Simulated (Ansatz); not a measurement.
LiNbO₃ (R-3c) from a database structure was relaxed with 3 functionals in the PAW code Ansatz, cell and atoms free, the symmetry of the start kept (meshes: PBE 6×6×6, r2SCAN 6×6×6, PBEsol 6×6×6). Calculated for a static, non-magnetic cell.

The PBEsol result:
```
Li Nb O
1.0
     2.59120    1.49603    4.54931
    -2.59120    1.49603    4.54931
     0.00000   -2.99206    4.54931
Li Nb O
2 2 6
Direct
  0.25000 0.25000 0.25000
  0.75000 0.75000 0.75000
  0.50000 0.50000 0.50000
  0.00000 0.00000 0.00000
  0.12962 0.37038 0.75000
  0.37038 0.75000 0.12962
  0.87038 0.62962 0.25000
  0.25000 0.87038 0.62962
  0.62962 0.25000 0.87038
  0.75000 0.12962 0.37038
```

Space group R-3c (No. 167), trigonal; a = 5.182 Å, c = 13.648 Å in the conventional setting, 10.58 Å³ an atom. Li is surrounded by 3 O at 1.97 Å; Nb is surrounded by 6 O at 1.98 Å; O is surrounded by 1 Li at 1.97 Å and 2 Nb at 1.98 Å.

(1) How does the cell change with r2SCAN?

(2) What lattice does PBE give?

(3) Held at the r2SCAN cell, what mean stress does PBE find, and does its sign point to its own minimum?

Answers

(1) a = 5.184 Å, c = 13.689 Å; the volume differs by +0.4 % from PBEsol's. Li has 3 O at 1.96 Å; Nb has 6 O at 1.98 Å; O has 1 Li at 1.96 Å and 2 Nb at 1.98 Å.

(2) a = 5.223 Å, c = 13.795 Å; the volume differs by +2.7 % from PBEsol's. Li is surrounded by 3 O at 1.99 Å; Nb is surrounded by 6 O at 2.00 Å; O is surrounded by 1 Li at 1.99 Å and 2 Nb at 2.00 Å.

(3) Yes. PBE +4.16 GPa, and its relaxed volume is +2.3 % from r2SCAN's. Compression counts positive, so a positive stress asks for a larger cell.
